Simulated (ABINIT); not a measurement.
Input of an ABINIT 10.8.3 (patched build) run:

Contents of run.abi:

```
# Datasets: one volume each
ndtset 7
scalecart1 3*0.9795861087
scalecart2 3*0.9864848297
scalecart3 3*0.9932883884
scalecart4 3*1.0000000000
scalecart5 3*1.0066227096
scalecart6 3*1.0131594038
scalecart7 3*1.0196128224

# Pseudopotentials
pp_dirpath "./"
pseudos "Ti.GGA_PBE-ansatz.xml"

# Structure
acell 3*1.0
rprim
    -3.1010405705     3.1010405705     3.1010405705
     3.1010405705    -3.1010405705     3.1010405705
     3.1010405705     3.1010405705    -3.1010405705
ntypat 1
znucl 22
natom 1
typat 1
xred
     0.0000000000     0.0000000000     0.0000000000

# Plane-wave basis
ecut 489.804952 eV
pawecutdg 36.0

# k points
kptopt 1
ngkpt 9 9 9
nshiftk 1
shiftk 0.0 0.0 0.0

# Exchange and correlation
ixc -497498
usekden 1
pawxcdev 0

# Bands and occupations
nband 10
occopt 3
tsmear 0.00183747

# SCF cycle
nstep 100
tolvrs 1.0e-7

# Output
iomode 3
prtwf 0
prtden 0
prteig 0
prtebands 0
```

Potentials or basis: Ansatz PAW PBE default generated set, frozen core.

Launch:

```console
$ mpirun --bind-to none -np 4 abinit run.abi > log 2>&1
```

(1) Predict the equilibrium volume.

(2) Estimate the pressure derivative of the bulk modulus.

(3) Estimate the bulk modulus.

Results:

(1) 17.22 Å³/atom.

(2) 3.1.

(3) 107 GPa.

Caveat: pressures at fixed basis lie under the slope of the energies; the PAW data sets were made with another functional, which shifts forces and pressure a little; the atomic spheres overlap.
